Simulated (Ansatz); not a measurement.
AgCl

```
CELL_PARAMETERS angstrom
0.00000 2.77315 2.77315
2.77315 0.00000 2.77315
2.77315 2.77315 0.00000
ATOMIC_POSITIONS crystal
Ag 0.50000 0.50000 0.50000
Cl 0.00000 0.00000 0.00000
```

Atom numbers follow the list: Ag1, Cl2.

The geometry is COD entry 9011666, unchecked; take it as a test cell.

Methods: DFT, LDA, all-electron LAPW, scalar-relativistic (Ansatz 0.2.0); DFT, LDA, PAW with Ansatz's default frozen-core files, scalar-relativistic (Ansatz 0.2.0).

For LAPW: a Γ-centred 8×8×8 k mesh, Fermi–Dirac smearing of 0.02 eV, basis error target 0.5 meV/atom, no spin polarisation. PAW takes a cutoff of 420 eV at this cell (files made with PBE, cores remade for this functional). The Ansatz runs share mesh, smearing and spin set-up. Values come from LAPW unless marked.

```json
{
 "Löwdin charges (with 0.09 e of the cell spilling out of the atomic basis, so their sizes and signs hang on that basis)": "Ag1 0.54, Cl2 -0.45 e",
 "Band gap": "0.62 eV, indirect from L (0.5, 0.5, 0.5) to Γ",
 "Pressure at this cell": "-55.6 kbar",
 "Volume per atom": "21.33 Å³"
}
```

Give the computed value. Smallest direct gap on the path.

2.74 eV.

Bader charges (from the PAW run): what does the calculation give?

Ag1 +0.53, Cl2 -0.53 e.
